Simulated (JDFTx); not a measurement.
Crystal: KBr.

```
Br K
1.0
     0.00000    3.30000    3.30000
     3.30000    0.00000    3.30000
     3.30000    3.30000    0.00000
Br K
1 1
Direct
  0.50000 0.50000 0.50000
  0.00000 0.00000 0.00000
```

Program: JDFTx 1.7.0 (patched build). Alike in all runs: task single point; no spin polarisation; cell as given.

Order these runs on this cell by their band gap on the k mesh, lowest first.
A. level HLE16; potentials or basis PseudoDojo-SR-PBE-0.5-standard; k mesh 7 × 7 × 7; cutoff (eV) 1007; smearing fermi-dirac 0.05 eV; mesh quality not flagged
B. level GLLB-SC; potentials or basis PseudoDojo-SR-PBE-0.5-standard; k mesh 7 × 7 × 7; cutoff (eV) 1007; smearing fixed; SCF threshold on the residual 1e-05; mesh quality not flagged
C. level BJ06; potentials or basis SG15-PBE-1.2; k mesh 3 × 3 × 3; cutoff (eV) 1088; smearing fermi-dirac 0.05 eV; SCF threshold on the residual 1e-05; mesh quality coarse

C (4.92 eV), B (5.71 eV), A (6.69 eV).

Caveats: some runs use coarse meshes; the empty levels aren't tightly converged; a model potential gives levels but no total energy (some runs); an odd mesh through Γ misses points on the zone boundary, where band edges often lie (some runs); the potentials were made for a functional far from this one (some runs); the gap lacks the derivative discontinuity (some runs).
